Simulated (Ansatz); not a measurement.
GaN: holes, doping and thermopower

Plane-wave DFT in Ansatz, PBEsol, scalar-relativistic PAW potentials, cutoff 420 eV, no spin-orbit coupling; no spin polarisation. GaN in space group F-43m, which needn't be the usual phase of this composition. Boltzmann transport at 300 K in rigid bands with one relaxation time, bands interpolated from the k mesh 10×10×10; values are means over x, y, z.

```tsv
holes (cm⁻³)	size of S (μV/K)	σ/τ (Ω⁻¹ m⁻¹ s⁻¹)
10^18	630.9	3.01e+16
10^19	?	3.01e+17
10^20	239.7	3e+18
10^21	82.1	2.92e+19
```

Task: Take the lowest doping as non-degenerate: get the effective density of states and the masses, and predict the missing S.

Result: For parabolic bands and one τ, |S| = (k_B/e)(5/2 − η) with k_B/e = 86.17 μV/K and n = N e^η. The first row gives η = -4.82, N = 12.42×10¹⁹ cm⁻³ and, from N = 2.509×10¹⁹ cm⁻³ × m_d^(3/2), a density-of-states mass of 2.90 mₑ (all valleys and bands together). σ/τ = ne²/m_c gives a conductivity mass of 0.94 mₑ; m_d is 3.1 times m_c, the sign of several valleys, several bands or anisotropy. A decade of doping costs (k_B/e) ln 10 = 198.4 μV/K, which predicts 432 μV/K; the run gave 433.0. There η is about -2.5, where Fermi statistics begin to count, but their first corrections to η and to the mean carrier energy nearly cancel, so the rule still holds. At 10^21 cm⁻³ the rule would give 36 μV/K against 82.1: the gas is degenerate there. Scattering that depends on energy changes the 5/2, and whether such doping can be reached wasn't computed.

Cost: about 2 core-minutes for the runs cited, on Intel Xeon Platinum 8488C (Sapphire Rapids) (shared hosts).